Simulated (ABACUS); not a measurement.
Runs of ABACUS 3.10.1 on Ag. Symmetry: Fm-3m, No. 225, cubic system. Conventional cell: a = 4.085 Å, b = 4.085 Å, c = 4.085 Å, α = 90.00°, β = 90.00°, γ = 90.00°. Around Ag (site symmetry m-3m) lie 12 Ag at 2.89 Å. 

```csv
task,level,potentials or basis,cell,k mesh,cutoff (eV),optimiser,force threshold,max steps,cell moves,SCF threshold on the density,mesh quality,gap on the mesh (eV),pressure (GPa)
relaxation of cell and atoms,OLYP,"SSSP 1.3 efficiency PBE, plane waves",relaxed,9 × 9 × 9,748,ASE FIRE,0.01 eV/Å,60,yes,1e-08,not flagged,none,0.0
single point,r2SCAN,"SG15 ONCV 1.2 PBE, DZP LCAO (the cutoffs set its grid)",as given,8 × 8 × 8,1361,-,-,-,-,1e-07,not flagged,none,1.5
single point,OLYP,"SSSP 1.3 efficiency PBE, plane waves",as given,9 × 9 × 9,748,-,-,-,-,1e-08,not flagged,none,(a)
single point,rPW86PBE,"Ansatz NC PBE, plane waves",as given,9 × 9 × 9,966,-,-,-,-,1e-08,not flagged,none,11.4
single point,r2SCAN,"SG15 ONCV 1.2 PBE, plane waves",as given,7 × 7 × 7,1293,-,-,-,-,1e-08,coarse,none,-0.1
```

Alike in all rows: no spin polarisation; smearing fermi-dirac 0.05 eV.

Problem. Estimate the missing entries.

Solution. (a) 7.2.

Caveats: some runs use coarse meshes; the potentials were made for another functional, which shifts forces and pressure; the atomic orbitals were generated for these runs and aren't a published set (some runs); the basis of atomic orbitals isn't converged, which shifts pressures, moduli and gaps (some runs).

A k mesh can miss the band edges, and the runs leave out spin-orbit coupling on Ag.

A gap of «none» marks a metal or a gap under the smearing width.

Not every run made on this cell is shown here.
